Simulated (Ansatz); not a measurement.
# Zn: a slab and its surfaces, (0001), 6 layers, part 2 of 2

What do the surfaces of Zn (0001), 6 layers cost, and how tightly do they hold an electron? The runs shown use LAPW. Companion runs by PAW are cited. Its runs: bulk in the slab's orientation (LAPW); the reference run (LAPW); atoms relaxed (LAPW); field of 0.1 V/Å along the normal (LAPW).

Ansatz 0.2.0; DFT PBE; a cell built from a prototype (hcp type), not taken from measurement. Earlier steps stand in the parts before.

**5. Atoms relaxed, LAPW**

The input, input.yaml:

```yaml
crystal:
  lattice:
    - [2.6356265446, 0.0, 0.0]
    - [-1.3178132723, 2.2825195426, 0.0]
    - [0.0, 0.0, 28.7313]
  atoms:
    - { symbol: Zn, position: [0.8333333333, 0.1666666667, 0.2835601836] }
    - { symbol: Zn, position: [0.1666666667, 0.8333333333, 0.3713961366] }
    - { symbol: Zn, position: [0.8333333333, 0.1666666667, 0.4565703417] }
    - { symbol: Zn, position: [0.1666666667, 0.8333333333, 0.5434296584] }
    - { symbol: Zn, position: [0.8333333333, 0.1666666667, 0.6286038638] }
    - { symbol: Zn, position: [0.1666666667, 0.8333333333, 0.7164398159] }
kpoints:
  mp_grid: { grid: [16, 16, 1] }
scf:
  occupations: { method: fermi_dirac, width: 0.08 }
hamiltonian:
  xc: pbe
  pseudopotentials: { kind: all_electron, lapw: { basis_error: 0.001 } }
output:
  forces: true
  stress: true
  eigenvalues: true
relax:
  f_tol: 0.01
  max_steps: 12
efield:
  axis: 3
  amplitude: 0
  dipole_correction: true
```

Command:

```console
> ansatz run input.yaml --threads 2 --pin off --max-ram 4096MiB --backend cpu --events-out ev --progress --plain --runs-dir out
```

The program printed:

```text
The last accepted step is kept in <dir> (removed where the run ends without a failure and the disk answers)
LAPW: plane waves up to 8.768 Å⁻¹, error target 1.0e-3 eV per atom; small_component_spin mean_spin; Zn in spheres of 1.278 Å, 20 of its electrons in bands, Dirac shells []
Engine: ansatz 0.2.0
Pseudopotentials: kind: all_electron
Pseudopotential: Zn, LAPW, valence charge 20, Koelling and Harmon's equation, gaussian nucleus
Functional definition: PBE
  parameter kappa = 0.804
  parameter beta = 0.06672455060314922
  exchange = pbe_x(kappa = kappa, mu = beta*pi^2/3)
  correlation = pbe_c(beta = beta)
Crystal: 6 atoms, lattice volume = 172.844 Å³
Basis set: ecut = 292.9332541071326 eV, 2025 PW (Γ), exchange–correlation at level 2
Bands: 72, of which v1, the nominal top of the filled ones, is band 60 counted from 1 (59 counted from 0)
Symmetry: 6 space group operations
k-points: 30 of 256 (time reversal used)
Non-local potential: Zn, projectors of the file, none
Initial density: superposition of atomic densities (neutral atoms: chi_scale 0, normalization atom)
Initial wavefunctions: plane waves of lowest kinetic energy (no species holds an atomic orbital)
Functional: x = pbe(κ = 0.804, μ = 0.2195149727645171), c = pbe(β = 0.06672455060314922)
iter 1 solved again at ethr=2.86e-4 eV; its pass at ethr=1.00e-1 eV (dr2=3.43e-1 eV) is discarded
SCF iter   1: F=—  HF=-293238.566253 eV  |F-HF|=—  |Δ(HF+E_count)|=         —  Δρ=1.65e-2  dr2=3.45e-1  ethr=2.86e-4  p=0.000 e·Å  D=2.16e-14 V/Å  ΔV_dip=-0.00 eV  dr2_dipole=3.83e-17  V_vac-E_F(+/−)=4.36/4.36 eV  ⟨swp⟩=3.1  Hψ=14314  notcnv=0
efield: sawtooth ramp at fractional position 0.9500 (placed from the atoms, in the widest stretch of the axis that holds none; the zero of the levels goes with the place), width 0.1000; the density the first Hamiltonian is built on has a dipole p = 0.000 e·Å; the dipole correction subtracts the counter field D = 1.83e-13 V/Å, which shifts the + side's vacuum level by -0.00 eV against the − side's; the planar-averaged density in the ramp window peaks in size at 1.5e-6 e/Å³
preconditioner: auto → LDOS  [insulator: Δε(μ)=0.222 eV  Ē_g=11.360 eV  σ=0.080 eV  W_gap=0.55  n_scr=22 (ndim 8)  ℏωp=24.0 eV  f_vac=0.462  D(μ)=1.27/eV (n_scr^D=10)  ε∞_Penn≈5.5  β→1.0]
iter 2 solved again at ethr=1.86e-5 eV; its pass at ethr=2.86e-4 eV (dr2=2.23e-2 eV) is discarded
SCF iter   2: F=—  HF=-293240.495882 eV  |F-HF|=—  |Δ(HF+E_count)|=    1.93e0  Δρ=3.60e-3  dr2=2.23e-2  ethr=1.86e-5  p=0.000 e·Å  D=6.24e-8 V/Å  ΔV_dip=-0.00 eV  dr2_dipole=5.37e-13  V_vac-E_F(+/−)=4.34/4.34 eV  ⟨swp⟩=2.0  Hψ=12051  notcnv=0  recentre
SCF iter   3: F=—  HF=-293237.987845 eV  |F-HF|=—  |Δ(HF+E_count)|=    2.51e0  Δρ=6.55e-3  dr2=5.43e-2  ethr=1.86e-5  p=-0.000 e·Å  D=-8.76e-8 V/Å  ΔV_dip=0.00 eV  dr2_dipole=1.78e-12  V_vac-E_F(+/−)=4.27/4.27 eV  ⟨swp⟩=3.0  Hψ=7582  notcnv=0
SCF iter   4: F=—  HF=-293237.912618 eV  |F-HF|=—  |Δ(HF+E_count)|=   7.52e-2  Δρ=8.41e-4  dr2=9.79e-4  ethr=1.86e-5  p=-0.000 e·Å  D=-2.96e-8 V/Å  ΔV_dip=0.00 eV  dr2_dipole=5.25e-14  V_vac-E_F(+/−)=4.18/4.18 eV  ⟨swp⟩=3.0  Hψ=6378  notcnv=0
SCF iter   5: F=—  HF=-293237.913893 eV  |F-HF|=—  |Δ(HF+E_count)|=   1.27e-3  Δρ=2.90e-4  dr2=1.79e-4  ethr=8.16e-7  p=-0.000 e·Å  D=-1.27e-8 V/Å  ΔV_dip=0.00 eV  dr2_dipole=4.15e-16  V_vac-E_F(+/−)=4.14/4.14 eV  ⟨swp⟩=3.0  Hψ=6587  notcnv=0
SCF iter   6: F=—  HF=-293237.912854 eV  |F-HF|=—  |Δ(HF+E_count)|=   1.04e-3  Δρ=8.00e-5  dr2=1.35e-5  ethr=1.49e-7  p=-0.000 e·Å  D=-6.38e-9 V/Å  ΔV_dip=0.00 eV  dr2_dipole=8.43e-16  V_vac-E_F(+/−)=4.13/4.13 eV  ⟨swp⟩=3.0  Hψ=6807  notcnv=0
iter 7 did not close the SCF: its close was put off until two iterations running show no level that it waits for move by more than its bar (scf_convergence_deferred on its scf_iter line)
SCF iter   7: F=-293237.912859 eV  HF=-293237.912859 eV  |F-HF|=3.41e-7  |Δ(HF+E_count)|=   5.55e-6  Δρ=2.29e-5  dr2=1.22e-6  ethr=1.13e-8  p=-0.000 e·Å  D=-1.24e-9 V/Å  ΔV_dip=0.00 eV  dr2_dipole=9.16e-17  V_vac-E_F(+/−)=4.13/4.13 eV  ⟨swp⟩=3.0  Hψ=6278  notcnv=0
SCF iter   8: F=-293237.912860 eV  HF=-293237.912860 eV  |F-HF|=5.26e-7  |Δ(HF+E_count)|=   1.11e-6  Δρ=4.68e-6  dr2=3.96e-8  ethr=1.02e-9  p=-0.000 e·Å  D=-7.60e-10 V/Å  ΔV_dip=0.00 eV  dr2_dipole=5.46e-18  V_vac-E_F(+/−)=4.13/4.13 eV  ⟨swp⟩=3.0  Hψ=6328  notcnv=0
SCF 1 converged in 8 iterations: F = -293237.912860 eV  dr2 = 3.96e-8
relax step   1: F+E_penalty+E_count = -293237.91285966 eV  Δ(F+E_penalty+E_count) = +0.000e0 eV  max|allowed force component| = 4.073e-3 eV/Å  Δτ_max = 0.0000 Å  (8 SCF iters, dr2 threshold 2.50e-6 eV, accepted)
Initial density: handed on by an earlier stage of this run
Initial wavefunctions: those handed on with the density
iter 1 solved again at ethr=3.31e-11 eV; its pass at ethr=1.00e-1 eV (dr2=3.97e-8 eV) is discarded
SCF iter   1: F=—  HF=-293237.912860 eV  |F-HF|=—  |Δ(HF+E_count)|=         —  Δρ=4.58e-6  dr2=3.96e-8  ethr=3.31e-11  p=-0.000 e·Å  D=-7.60e-10 V/Å  ΔV_dip=0.00 eV  dr2_dipole=5.43e-18  V_vac-E_F(+/−)=4.13/4.13 eV  ⟨swp⟩=2.0  Hψ=8757  notcnv=0
efield: sawtooth ramp at fractional position 0.9500 (handed on by an earlier solve), width 0.1000; the density the first Hamiltonian is built on has a dipole p = -0.000 e·Å; the dipole correction subtracts the counter field D = -7.56e-10 V/Å, which shifts the + side's vacuum level by +0.00 eV against the − side's; the planar-averaged density in the ramp window peaks in size at 7.2e-7 e/Å³
preconditioner: auto → LDOS  [metal: Δε(μ)=0.193 eV  Ē_g=11.966 eV  σ=0.080 eV  W_gap=0.48  n_scr=22 (ndim 8)  ℏωp=24.0 eV  f_vac=0.462  D(μ)=1.30/eV (n_scr^D=10)  β→1.0]
SCF iter   2: F=—  HF=-293237.912861 eV  |F-HF|=—  |Δ(HF+E_count)|=   7.65e-7  Δρ=3.39e-6  dr2=4.02e-8  ethr=3.30e-11  p=-0.000 e·Å  D=-6.22e-10 V/Å  ΔV_dip=0.00 eV  dr2_dipole=4.24e-18  V_vac-E_F(+/−)=4.13/4.13 eV  ⟨swp⟩=3.0  Hψ=7231  notcnv=0
iter 3 solved again at ethr=1.00e-12 eV; its pass at ethr=3.30e-11 eV (dr2=9.23e-10 eV) is discarded
SCF iter   3: F=-293237.912860 eV  HF=-293237.912860 eV  |F-HF|=8.73e-10  |Δ(HF+E_count)|=   8.74e-7  Δρ=6.41e-7  dr2=9.23e-10  ethr=4.01e-12 (applied; sched 1.00e-12)  p=-0.000 e·Å  D=-5.81e-10 V/Å  ΔV_dip=0.00 eV  dr2_dipole=2.45e-18  V_vac-E_F(+/−)=4.13/4.13 eV  ⟨swp⟩=2.0  Hψ=11601  notcnv=0
SCF 2 converged in 3 iterations: F = -293237.912860 eV  dr2 = 9.23e-10
relax step   2: F+E_penalty+E_count = -293237.91286011 eV  Δ(F+E_penalty+E_count) = -4.441e-7 eV  max|allowed force component| = 4.052e-3 eV/Å  Δτ_max = 0.0000 Å  (3 SCF iters, accepted)
SCF converged after 3 iterations
Free energy (F): -293237.912860 eV
Harris-Foulkes:  -293237.912860 eV  (|F-HF|=8.73e-10)
Internal energy: -293237.885237 eV  (E = F + TS)
E sigma→0 (E₀):  -293237.899048 eV
Entropy (-TS):   -0.027623 eV (-4.604 meV/atom)
Fermi energy:    5.299373 eV
Dipole field:    D = -0.000000 V/Å  (p = -0.000000 e·Å, saw-weighted, corrected)
Work function:   Φ+ = 4.1304 eV   Φ− = 4.1304 eV
Levels:          The Fermi level and band energies are counted from a zero that moves with the ramp; work functions are not
--- Per-component energies (eV) ---
  E_band       = -4269.410169
  E_kinetic    = 298633.854666
  E_xc         = -11700.453509
  E_efield     = 0.000000  (sawtooth field / dipole correction)
  E_electrostatic = -580171.286393  (all electrons and nuclei)
  E_smearing   = -0.027623  (= −TS)
  E_closure    = 0.000000  (closes the sum)
  E_atoms      = -293231.489433  (free atoms, spherical and without spin; not in F)
  Σ components = -293237.912860   (vs F -293237.912860, Δ=0.00e0)
  Basis errors (estimates in eV, not in F): energy 3.2e-4 per atom: plane waves 3.1e-4 (1.7e-4 summed), levels above the bands 1.9e-36, relativity 3.7e-9, radial functions 9.4e-6, core shells 5.4e-11; eigenvalues (radial functions only) 4.4e-7; not estimated: angular momenta, meshes, grids; target (lapw.basis_error) 1.0e-3; muffin-tin radii Zn 1.278 Å
--- Forces (eV/Å), atoms counted from 1 ---
  atom   1  Zn     0.00000000     0.00000000     0.00273697
  atom   2  Zn     0.00000000    -0.00000000    -0.00405194
  atom   3  Zn     0.00000000     0.00000000     0.00139689
  atom   4  Zn    -0.00000000    -0.00000000    -0.00139687
  atom   5  Zn     0.00000000     0.00000000     0.00405190
  atom   6  Zn    -0.00000000    -0.00000000    -0.00273695
  max |Σ_I F_I| component: 3.38e-9 eV/Å
--- Stress (GPa, compression-positive) ---
       -0.023539      -0.000000      -0.000000
        0.000000      -0.023539      -0.000000
       -0.000000      -0.000000      -0.004516
  P = ⅓ Tr σ = -0.0172 GPa (-0.172 kbar)
--- Band table (eV; the first three rows and the last of 30) ---
  k-point 0: bands = ["-121.1687", "-121.1682", "-121.1248", "-121.1248", "-120.9705", "-120.9705", "-75.3297", "-75.3239", "-75.3037", "-75.3037", "-75.3031", "-75.3031", "-75.2856", "-75.2855", "-75.2581", "-75.2581", "-75.2581", "-75.2581", "-75.1415", "-75.1415", "-75.1002", "-75.1002", "-75.1002", "-75.1002", "-4.9703", "-4.5027", "-3.8693", "-3.4300", "-3.2044", "-3.1995", "-2.4966", "-2.4122", "-2.2643", "-2.2643", "-2.2462", "-2.2462", "-2.2080", "-2.2029", "-2.2029", "-2.1976", "-2.1976", "-2.0351", "-2.0351", "-2.0351", "-2.0351", "-1.8251", "-1.8251", "-1.7571", "-1.7571", "-1.6854", "-1.6852", "-1.6852", "-1.6565", "-1.6565", "-1.5387", "-1.5387", "-1.5385", "-1.5385", "-0.5733", "1.0787", "2.5236", "4.7354", "6.8116", "8.4996", "9.1440", "10.0061", "10.1861", "11.8722", "12.1210", "14.1901", "14.6224", "16.9571"]
  k-point 1: bands = ["-121.1685", "-121.1681", "-121.1247", "-121.1247", "-120.9704", "-120.9704", "-75.3295", "-75.3238", "-75.3050", "-75.3044", "-75.3041", "-75.3034", "-75.2854", "-75.2854", "-75.2594", "-75.2594", "-75.2585", "-75.2585", "-75.1414", "-75.1414", "-75.1014", "-75.1014", "-75.1005", "-75.1005", "-4.8521", "-4.3871", "-3.7624", "-3.3466", "-3.1381", "-3.1372", "-2.4849", "-2.4060", "-2.2832", "-2.2638", "-2.2362", "-2.2279", "-2.2186", "-2.2127", "-2.2087", "-2.1753", "-2.1700", "-2.0516", "-2.0505", "-2.0077", "-2.0076", "-1.8755", "-1.8450", "-1.8346", "-1.7638", "-1.7499", "-1.7332", "-1.6891", "-1.6574", "-1.5930", "-1.5653", "-1.5419", "-1.5417", "-1.4477", "-0.4468", "1.1693", "2.6853", "4.8542", "6.9236", "8.6096", "9.2572", "10.1196", "10.2981", "11.9863", "12.2302", "14.3050", "14.7308", "17.0736"]
  k-point 2: bands = ["-121.1682", "-121.1678", "-121.1243", "-121.1243", "-120.9701", "-120.9701", "-75.3290", "-75.3236", "-75.3085", "-75.3079", "-75.3050", "-75.3043", "-75.2851", "-75.2850", "-75.2629", "-75.2629", "-75.2594", "-75.2594", "-75.1410", "-75.1410", "-75.1049", "-75.1049", "-75.1014", "-75.1014", "-4.5044", "-4.0501", "-3.4604", "-3.1293", "-2.9670", "-2.9581", "-2.4589", "-2.3937", "-2.3310", "-2.3101", "-2.2627", "-2.2442", "-2.2330", "-2.1556", "-2.1398", "-2.0988", "-2.0963", "-2.0911", "-2.0870", "-2.0368", "-1.9644", "-1.9312", "-1.9297", "-1.8579", "-1.8449", "-1.7811", "-1.7386", "-1.6998", "-1.6614", "-1.6609", "-1.5882", "-1.5511", "-1.5506", "-1.1865", "-0.1226", "1.4367", "3.1500", "5.2102", "7.2590", "8.9393", "9.5962", "10.4589", "10.6335", "12.3272", "12.5559", "14.6459", "15.0521", "17.4104"]
  k-point 29: bands = ["-121.1650", "-121.1649", "-121.1213", "-121.1213", "-120.9670", "-120.9670", "-75.3288", "-75.3283", "-75.3251", "-75.3244", "-75.3224", "-75.3219", "-75.2830", "-75.2830", "-75.2819", "-75.2819", "-75.2791", "-75.2791", "-75.1377", "-75.1377", "-75.1250", "-75.1250", "-75.1211", "-75.1211", "-2.5969", "-2.5400", "-2.5036", "-2.4604", "-2.4597", "-2.4226", "-2.3627", "-2.3476", "-2.3346", "-2.3105", "-2.2556", "-2.2330", "-2.1927", "-2.1669", "-2.1510", "-2.0638", "-2.0346", "-2.0336", "-2.0107", "-1.9641", "-1.9374", "-1.9240", "-1.8473", "-1.8162", "-1.7543", "-1.6885", "-1.6550", "-1.6319", "-1.5980", "-1.5929", "4.5468", "5.0043", "5.7003", "6.2295", "6.4827", "6.5436", "6.6787", "6.9831", "7.7122", "7.7981", "8.0665", "8.6662", "8.6750", "9.2146", "9.7247", "9.8251", "10.9248", "11.2183"]
--- Relaxed structure (2 steps of the walk, 2 accepted, 0 SCFs on fresh bases) ---
  F+E_penalty+E_count = -293237.91286011 eV   max|allowed force component| = 4.052e-3 eV/Å
  atoms:
    - { symbol: Zn, position: [0.8333333333333334, 0.16666666666666669, 0.28356018360000007] }
    - { symbol: Zn, position: [0.1666666666666667, 0.8333333333333334, 0.37139613660000004] }
    - { symbol: Zn, position: [0.8333333333333334, 0.16666666666666669, 0.45657034170000005] }
    - { symbol: Zn, position: [0.1666666666666667, 0.8333333333333334, 0.5434296584] }
    - { symbol: Zn, position: [0.8333333333333334, 0.16666666666666669, 0.6286038638] }
    - { symbol: Zn, position: [0.1666666666666667, 0.8333333333333334, 0.7164398159000002] }
```

Wall time 3.5 min (2 threads of Arm Neoverse V1, shared host); peak memory 0.92 GiB.

Step by step:

| step | energy from step 1 (eV/cell) | largest force component (eV/Å) |
| --- | --- | --- |
| 1 | 0.0000 | 0.0041 |
| 2 | 0.0000 | 0.0041 |

Step 1 is the start. Step 2 solves the same geometry again.

Read from it: no gap; largest force 0.004 eV/Å; work function 4.13 eV.

**6. Field of 0.1 V/Å along the normal, LAPW**

Edit input.yaml of step 5 so:

```diff
@@ -23,8 +23,5 @@
   eigenvalues: true
-relax:
-  f_tol: 0.01
-  max_steps: 12
 efield:
   axis: 3
-  amplitude: 0
+  amplitude: 0.1
   dipole_correction: true
```

Command:

```console
> ansatz run input.yaml --threads 2 --pin off --max-ram 4096MiB --backend cpu --events-out ev --progress --plain --runs-dir out
```

The program printed (excerpt; [...] marks lines left out):

```text
LAPW: plane waves up to 8.453 Å⁻¹, error target 1.0e-3 eV per atom; small_component_spin mean_spin; Zn in spheres of 1.318 Å, 20 of its electrons in bands, Dirac shells []
[...]
Pseudopotentials: kind: all_electron
Pseudopotential: Zn, LAPW, valence charge 20, Koelling and Harmon's equation, gaussian nucleus
Functional definition: PBE
[...]
Crystal: 6 atoms, lattice volume = 172.844 Å³
Basis set: ecut = 272.2421314350585 eV, 1817 PW (Γ), exchange–correlation at level 2
Bands: 72, of which v1, the nominal top of the filled ones, is band 60 counted from 1 (59 counted from 0)
Symmetry: 6 space group operations
k-points: 30 of 256 (time reversal used)
[...]
Fermi energy:    5.298635 eV
Dipole field:    D = 0.054132 V/Å  (p = 0.051707 e·Å, saw-weighted, corrected)
Work function:   not extracted (applied field tilts the vacuum); planar V_es + V_field profile in the machine report
Levels:          The Fermi level and band energies are counted from a zero that moves with the ramp; work functions are not
[...]
--- Forces (eV/Å), atoms counted from 1 ---
  atom   1  Zn     0.00000000     0.00000000     0.00418967
  atom   2  Zn    -0.00000000    -0.00000000    -0.00547723
  atom   3  Zn     0.00000000     0.00000000     0.00123922
  atom   4  Zn    -0.00000000    -0.00000000    -0.00159285
  atom   5  Zn     0.00000000     0.00000000     0.00263979
  atom   6  Zn    -0.00000000    -0.00000000    -0.00099469
[...]
--- Stress (GPa, compression-positive) ---
       -0.021871       0.000000      -0.000000
        0.000000      -0.021871      -0.000000
       -0.000000      -0.000000      -0.002532
  P = ⅓ Tr σ = -0.0154 GPa (-0.154 kbar)
--- Band table (eV; the first three rows and the last of 30) ---
[...]
```

Run time: 2.4 min. Hardware: 2 threads of Arm Neoverse V1, shared host; peak memory 0.87 GiB.

This run gives: no gap; largest force 0.005 eV/Å.

**7. The series in one table**

The PAW rows are taken from companion runs at the same settings.

| run | surface energy (J/m²) | work function (eV; upper / lower face where they differ) | gap (eV) | largest force (eV/Å) | time |
| --- | --- | --- | --- | --- | --- |
| Slab as cut, LAPW | 0.325 | 4.11 | none | 0.071 | 2.4 min |
| Atoms relaxed, LAPW | 0.310 | 4.13 | none | 0.004 | 3.5 min |
| Field of 0.1 V/Å along the normal, LAPW | – | – | none | 0.005 | 2.4 min |
| Slab as cut, PAW | 0.324 | 4.11 | none | 0.071 | 17 s |
| Atoms relaxed, PAW | 0.309 | 4.13 | none | 0.004 | 94 s |
| Field of 0.1 V/Å along the normal, PAW | – | – | none | 0.005 | 22 s |
| Core holes in 2p of Zn, PAW | – | – | none | 0.004 | 73 s |

Surface energy: (F of the slab less that of as many bulk atoms) over twice the area, the bulk computed in the slab's orientation.

Core-hole binding energies as the program printed them (eV):

| atom | atoms alike | shell | binding | shift |
| --- | --- | --- | --- | --- |
| Zn1 | 2 | 2p | 1025.79 | 0.00 |
| Zn2 | 2 | 2p | 1025.89 | 0.10 |
| Zn3 | 2 | 2p | 1025.89 | 0.10 |

**8. Outcome**

What follows sums up all 2 parts.

| quantity | value |
| --- | --- |
| surface energy (LAPW, relaxed) | 0.31 J/m² |
| work function (LAPW, relaxed) | 4.13 eV |
| outer layer spacing (LAPW) | 2.55 → 2.52 Å |
| surface energy (PAW, relaxed) | 0.31 J/m² |
| work function (PAW, relaxed) | 4.13 eV |
| outer layer spacing (PAW) | 2.55 → 2.52 Å |
| core-level shifts among the layers (PAW holes) | Zn1 +0.00, Zn2 +0.10, Zn3 +0.10 eV |

By LAPW the surface costs 0.32 J/m² as cut and 0.31 J/m² relaxed. The outermost spacing changes by -0.9 % (LAPW). The field of 0.1 V/Å along the normal induces a dipole of 0.052 e·Å per cell (LAPW). The outermost spacing changes by -0.9 % (PAW). The field of 0.1 V/Å along the normal induces a dipole of 0.052 e·Å per cell (PAW). Thickness wasn't converged, and no reconstruction was sought.
